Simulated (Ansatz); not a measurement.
# Mg (P6_3/mmc) in Ansatz: notebook

Aim: see how the results for Mg move with the level of theory and the settings. Levels: PBEsol, LDA. Tasks: elastic constants.

All numbers are computed with Ansatz 0.2.0; they aren't measurements. Logs are shortened: lines on timing, memory, paths and dates and some standing lists are left out, and cuts for length are marked.

### 1 Starting point

Symmetry: P6_3/mmc, No. 194, hexagonal system. Conventional cell: a = 3.209 Å, b = 3.209 Å, c = 5.210 Å, α = 90.00°, β = 90.00°, γ = 120.00°. Mg (site symmetry -6m2) has 12 Mg at 3.20 to 3.21 Å as nearest neighbours.

### 2 Elastic constants, PBEsol

input.yaml reads:

```yaml
crystal:
  lattice:
    - [3.2093, 0.0, 0.0]
    - [-1.60465, 2.7793353284, 0.0]
    - [0.0, 0.0, 5.2103]
  atoms:
    - { symbol: Mg, position: [0.6666666667, 0.3333333333, 0.75] }
    - { symbol: Mg, position: [0.3333333333, 0.6666666667, 0.25] }
kpoints:
  mp_grid: { grid: [7, 7, 4] }
scf:
  occupations: { method: fermi_dirac, width: 0.05 }
hamiltonian:
  xc: pbesol
  pseudopotentials: { kind: all_electron, lapw: { basis_error: 0.001 } }
output:
  forces: true
  stress: true
elastic:
  mode: clamped_ion
  stencil: two_point
```

Potentials or basis: all-electron LAPW, scalar-relativistic.

The run is started by

```
$ ansatz run input.yaml --threads 1 --pin off --max-ram 3072MiB --backend cpu --events-out ev --progress --plain --runs-dir out
```

The program printed:

```text
Warning: RAYON_NUM_THREADS=1 ignored (pool sized by the plan → 1); use --threads N
LAPW: plane waves up to 5.484 Å⁻¹, error target 1.0e-3 eV per atom; small_component_spin mean_spin; Mg in spheres of 1.550 Å, 10 of its electrons in bands, Dirac shells [] (how accurate: hamiltonian.pseudopotentials.lapw.basis_error, Limitations)
Engine: ansatz 0.2.0, x86_64-unknown-linux-gnu
Pseudopotentials: kind: all_electron
Pseudopotential: Mg, LAPW, valence charge 10, lapw/all_electron/scalar/gaussian/Mg, Koelling and Harmon's equation, gaussian nucleus
Functional definition: PBEsol
  exchange = pbesol_x
  correlation = pbesol_c
Crystal: 2 atoms, lattice volume = 46.474 Å³
Basis set: ecut = 114.57240389448091 eV, 135 PW (Γ), exchange–correlation at level 2
Bands: 14, of which v1, the nominal top of the filled ones, is band 10 counted from 1 (9 counted from 0)
Symmetry: 24 space group operations
Space group: P63/mmc (ITA 194), of the structure as read, at distance tolerance 3.6e-5 Å
k-points: 24 of 196
Non-local potential: Mg, projectors of the file, none
Initial density: superposition of atomic densities (chi_scale 0.1, normalization cell)
Initial wavefunctions: plane waves of lowest kinetic energy (no species holds an atomic orbital)
Functional: x = pbesol(κ = 0.804, μ = 0.12345679012345678), c = pbesol(β = 0.046)
iter 1 solved again at ethr=1.27e-4 eV; its pass at ethr=1.00e-1 eV (dr2=2.55e-2 eV) is discarded
SCF iter   1: F=—  HF=-10879.330380 eV  |F-HF|=—  |Δ(HF+E_count)|=         —  Δρ=7.90e-3  dr2=2.56e-2  ethr=1.27e-4  ⟨swp⟩=3.2  Hψ=2523  notcnv=0
preconditioner: auto → none  [insulator: Δε(μ)=0.262 eV  Ē_g=6.886 eV  σ=0.050 eV  W_gap=0.54  n_scr=8 (ndim 8)  ℏωp=10.9 eV  f_vac=0.000  D(μ)=0.92/eV (n_scr^D=2)  ε∞_Penn≈3.5]
SCF iter   2: F=—  HF=-10879.314890 eV  |F-HF|=—  |Δ(HF+E_count)|=   1.55e-2  Δρ=3.83e-3  dr2=5.98e-3  ethr=1.27e-4  ⟨swp⟩=2.0  Hψ=937  notcnv=0
iter 3 solved again at ethr=3.39e-8 eV; its pass at ethr=2.99e-5 eV (dr2=6.78e-6 eV) is discarded
SCF iter   3: F=—  HF=-10879.311741 eV  |F-HF|=—  |Δ(HF+E_count)|=   3.15e-3  Δρ=1.32e-4  dr2=6.87e-6  ethr=3.39e-8  ⟨swp⟩=2.5  Hψ=1636  notcnv=0
SCF iter   4: F=—  HF=-10879.311650 eV  |F-HF|=—  |Δ(HF+E_count)|=   9.15e-5  Δρ=2.85e-5  dr2=4.59e-7  ethr=3.39e-8  ⟨swp⟩=2.0  Hψ=937  notcnv=0
SCF iter   5: F=—  HF=-10879.311650 eV  |F-HF|=—  |Δ(HF+E_count)|=   2.71e-7  Δρ=2.09e-6  dr2=1.59e-9  ethr=2.30e-9  ⟨swp⟩=2.0  Hψ=938  notcnv=0
SCF iter   6: F=—  HF=-10879.311650 eV  |F-HF|=—  |Δ(HF+E_count)|=   1.04e-8  Δρ=1.00e-7  dr2=4.30e-12  ethr=7.94e-12  ⟨swp⟩=2.8  Hψ=977  notcnv=0
SCF iter   7: F=-10879.311650 eV  HF=-10879.311650 eV  |F-HF|=3.64e-12  |Δ(HF+E_count)|=  3.64e-11  Δρ=4.15e-9  dr2=7.11e-15  ethr=1.00e-12  ⟨swp⟩=2.0  Hψ=937  notcnv=0
SCF 1 converged in 7 iterations: F = -10879.311650 eV  dr2 = 7.11e-15
Crystal: 2 atoms, lattice volume = 46.381 Å³
Basis set: ecut = 114.72542215847864 eV, 135 PW (Γ), exchange–correlation at level 2
Symmetry: 8 space group operations
k-points: 48 of 196
Initial density: handed on by an earlier stage of this run
Initial wavefunctions: plane waves of lowest kinetic energy (no species holds an atomic orbital; no wavefunctions were taken with the density)
[... 72 lines left out ...]
--- Per-component energies (eV) ---
  E_band       = -720.255722
  E_kinetic    = 10890.309622
  E_xc         = -870.553530
  E_electrostatic = -20899.060486  (all electrons and nuclei)
  E_smearing   = -0.007257  (= −TS)
  E_closure    = 0.000000  (closes the sum)
  E_atoms      = -10875.862382  (free atoms, spherical and without spin; not in F)
  Σ components = -10879.311650   (vs F -10879.311650, Δ=0.00e0)
  Basis errors (estimates in eV, not in F): energy 2.7e-4 per atom: plane waves 2.6e-4 (1.4e-4 summed), levels above the bands 1.7e-45, relativity 8.4e-9, radial functions 5.6e-6, core shells 9.6e-14; eigenvalues (radial functions only) 3.6e-6; not estimated: angular momenta, meshes, grids; target (lapw.basis_error) 1.0e-3; muffin-tin radii Mg 1.550 Å
--- Forces (eV/Å), atoms counted from 1 ---
  atom   1  Mg     0.00000000    -0.00000000     0.00000000
  atom   2  Mg    -0.00000000     0.00000000     0.00000000
  max |Σ_I F_I| component: 0.00e0 eV/Å
--- Stress (GPa, compression-positive) ---
       -1.855822       0.000000       0.000000
       -0.000000      -1.855822       0.000000
        0.000000       0.000000       0.893764
  P = ⅓ Tr σ = -0.9393 GPa (-9.393 kbar)
--- Band table (eV; the first three rows and the last of 24) ---
  k-point 0: bands = ["-70.4409", "-70.4381", "-37.4008", "-37.3789", "-37.3789", "-37.3741", "-37.3741", "-37.3695", "-1.6224", "3.5963", "4.0102", "16.1080", "16.1080", "16.1961"]
  k-point 1: bands = ["-70.4405", "-70.4385", "-37.3962", "-37.3782", "-37.3782", "-37.3748", "-37.3748", "-37.3741", "-1.2747", "1.4581", "6.7498", "14.1871", "16.3773", "16.3773"]
  k-point 2: bands = ["-70.4395", "-70.4395", "-37.3852", "-37.3852", "-37.3765", "-37.3765", "-37.3765", "-37.3765", "-0.2398", "-0.2398", "10.2445", "10.2445", "16.8521", "16.8521"]
  k-point 23: bands = ["-70.4376", "-70.4376", "-37.3986", "-37.3986", "-37.3904", "-37.3904", "-37.3771", "-37.3771", "4.3230", "4.3230", "6.6721", "6.6721", "7.5143", "7.5143"]
--- Elastic constants: 3 strain directions × 2 members + reference (group order 24) ---
  dense FFT box of the reference and of every strained cell: 12×12×20
  strains applied: 11, 33, 23; error gains: componentwise 1.00 (the most a stress slope's error grows in a printed constant), spectral 1.41 (1 for all six strains in a standard setting)
  C = ∂σ_k/∂η_j (tension-positive GPa; Voigt order 11 22 33 23 13 12):
        55.583     26.044     14.094      0.000      0.000      0.000
        26.044     55.583     14.094      0.000      0.000      0.000
        16.811     16.811     77.032      0.000      0.000     -0.000
         0.000      0.000      0.000     -1.965      0.000      0.000
         0.000      0.000      0.000      0.000     -1.965      0.000
         0.000     -0.000      0.000      0.000      0.000     14.770
  reference stress σ⁰ (GPa):      1.856      1.856     -0.894      0.000      0.000      0.000
  no Pulay correction (none for the plane-wave cutoff is built on LAPW): the batch's stresses and constants are at fixed plane waves
  C* (energy form; C + prestress term) asymmetry max|C*_kj − C*_jk| = 3.262e-2 GPa — a small one proves nothing (zero by symmetry where the batch's group is 432, −43m or m−3m); a large one is finite-difference/SCF noise where every solve meets its electron count
  moduli (Voigt/Reuss/Hill, GPa): K = 33.57/33.42/33.49   G = 10.92/-5.90/2.51   E = 7.35   ν = 0.463
  mechanically stable: NO (min eigenvalue of sym C = -1.96 GPa)
  where every solve meets its electron count the energy-path curvature estimates C_jj along a normal strain and C_jj − ¼(σ⁰_aa + σ⁰_bb) along a shear (ab), closely only under elastic.basis: deformed
  strain η (Voigt 11):  stress-route row diagonal C_11 = 55.58 GPa, energy-path curvature d²(F+E_count)/dδ²/Ω₀ = 55.54 GPa
         δ    σ_11 (GPa)             F (eV)   n_scf  n_hpsi   n_pw
    -2.000e-3       1.7433      -10879.3126941       6   17993    135
     2.000e-3       1.9657      -10879.3105413       6   17964    135
  strain η (Voigt 33):  stress-route row diagonal C_33 = 77.03 GPa, energy-path curvature d²(F+E_count)/dδ²/Ω₀ = 77.05 GPa
         δ    σ_33 (GPa)             F (eV)   n_scf  n_hpsi   n_pw
    -2.000e-3      -1.0428      -10879.3110877       6    9034    135
     2.000e-3      -0.7347      -10879.3121228       6    9049    135
  strain η (Voigt 23):  stress-route row diagonal C_44 = -1.96 GPa, energy-path curvature d²(F+E_count)/dδ²/Ω₀ = -2.25 GPa
         δ    σ_23 (GPa)             F (eV)   n_scf  n_hpsi   n_pw
    -2.000e-3       0.0039      -10879.3116512       6   22633    135
     2.000e-3      -0.0039      -10879.3116512       7   24770    135
```

elastic.tsv:

```text
# convention: tension-positive GPa; Voigt order 11 22 33 23 13 12; engineering shear strains; stresses and constants hold the Pulay correction, whose part of sigma0, of c and of each member's stress the lines and columns named pulay_correction_..._gpa give (of c_energy it is that of c and, on the columns of strains 1 to 3, that of sigma0; of a layer's constants it is that of c in the plane, times a tenth of its plane spacing in ang); where a line pulay_correction_withheld stands none holds it
[... 15 lines left out ...]
6	2.5905203908e-16	-4.8109664400e-16	3.1554436209e-30	0.0000000000e0	0.0000000000e0	1.4769504855e1	3.5169648640e-16	-3.8845219668e-16	9.2644447322e-17	0.0000000000e0	0.0000000000e0	1.4769504855e1	nan	nan	nan	nan	nan	nan
```

Run time: 32 s. Hardware: 1 thread of Intel Xeon at 2.50GHz (Skylake/Cascade Lake), shared host; peak memory 0.26 GiB.

Results:

| Quantity | Value |
| --- | --- |
| Free energy | -10879.3116 eV |
| Pressure | -0.9 GPa |
| Band gap on the k mesh | none (metal or under the smearing width) |
| Voigt bulk modulus | 34 GPa |

Stress tensor (GPa, compression positive):
```
-1.86  0.00  0.00
 0.00 -1.86  0.00
 0.00  0.00  0.89
```

Levels at points of the mesh, in eV from the Fermi level:
| k point | band 6 | band 7 | band 8 | band 9 | band 10 | band 11 | band 12 | band 13 | band 14 |
| --- | --- | --- | --- | --- | --- | --- | --- | --- | --- |
| (0.00, 0.00, 0.00) | -42.61 | -42.61 | -42.61 | -6.86 | -1.64 | -1.23 | 10.87 | 10.87 | 10.96 |
| (0.00, 0.00, -0.50) | -42.61 | -42.61 | -42.61 | -5.48 | -5.48 | 5.01 | 5.01 | 11.62 | 11.62 |

Elastic tensor in Voigt notation (GPa, ions clamped, in the Cartesian axes of the cell as first typed):
```
56 26 14  0  0  0
26 56 14  0  0  0
17 17 77  0  0  0
 0  0  0 -2  0  0
 0  0  0  0 -2  0
 0  0  0  0  0 15
```

Caveat: the k mesh is thin for a metal, which can move the energy by tens of meV per atom; a metal's response needs a denser mesh; the elastic tensor has a negative eigenvalue, so either the cell is unstable as it stands or the mesh is too thin.

### 3 Elastic constants, LDA

input.yaml, as its differences from that of step 2:

```diff
@@ -13,3 +13,3 @@
 hamiltonian:
-  xc: pbesol
+  xc: lda
   pseudopotentials: { kind: all_electron, lapw: { basis_error: 0.001 } }
```

Potentials or basis: all-electron LAPW, scalar-relativistic.

The run is started by

```
$ ansatz run input.yaml --threads 1 --pin off --max-ram 3072MiB --backend cpu --events-out ev --progress --plain --runs-dir out
```

It took 23 s on 1 thread of Intel Xeon at 2.50GHz (Skylake/Cascade Lake), shared host; peak memory 0.26 GiB.

The run converged. Its results:

```yaml
Free_energy: -10858.4867 eV
Pressure: -2.3 GPa
Band_gap_on_the_k_mesh: none (metal or under the smearing width)
Voigt_bulk_modulus: 30 GPa
```

Stress tensor (GPa, compression positive):
```
-3.18  0.00  0.00
 0.00 -3.18  0.00
 0.00  0.00 -0.49
```

Levels at points of the mesh, in eV from the Fermi level:
```
            k point  band 8  band 9  band 10  band 11  band 12  band 13
 (0.00, 0.00, 0.00)  -42.71   -6.83    -1.58    -1.25    10.87    10.87
(0.00, 0.00, -0.50)  -42.71   -5.45    -5.45     5.01     5.01    11.61
```

Elastic tensor in Voigt notation (GPa, ions clamped, in the Cartesian axes of the cell as first typed):
```
48 23 12  0  0  0
23 48 12  0  0  0
14 14 73  0  0  0
 0  0  0 -5  0  0
 0  0  0  0 -5  0
 0  0  0  0  0 13
```

Caveat: the k mesh is thin for a metal, which can move the energy by tens of meV per atom; a metal's response needs a denser mesh; the elastic tensor has a negative eigenvalue, so either the cell is unstable as it stands or the mesh is too thin.
